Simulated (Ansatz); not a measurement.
Take InN in the wurtzite structure (space group P6_3mc, No. 186) as the base.

```xyz
4
Lattice="3.5809 0.0000 0.0000 -1.7904 3.1011 0.0000 0.0000 0.0000 5.7882" Properties=species:S:1:pos:R:3 pbc="T T T"
In     1.7904     1.0337     2.9055
In     0.0000     2.0674     0.0114
N      1.7904     1.0337     0.7133
N      0.0000     2.0674     3.6073
```

Cartesian axes are those of the cell as printed.

Calculations: PBE, PAW, 420 eV (Ansatz, a quantum-chemistry and plane-wave program; spin-orbit coupling left out), earlier PAW set.

Now apply this change: every lattice vector is shortened by 2.54 %; the atoms relax in the strained cell.

Task: Predict the stress tensor and what it implies for the stiffness.

Result: Stress of the strained cell less that of the base (GPa, compression positive):
```
   11.4     0.0     0.0
    0.0    11.4     0.0
    0.0     0.0    11.1
```

Then B = −ΔP/(ΔV/V₀) with ΔV/V₀ = -0.0743 gives secant stiffness values (nonlinear terms included at this strain): B (at held cell shape, above the free-shape value) ≈ 152 GPa.

As a check, the harmonic strain energy −½ V₀ Δσ:ε is 43 meV/atom; the computed energy rise is 39 meV/atom.

A case with no gap was solved on a k-mesh chosen for an insulator, which is coarse for it. No phonon test of stability was made. The final runs are not spin-polarised.
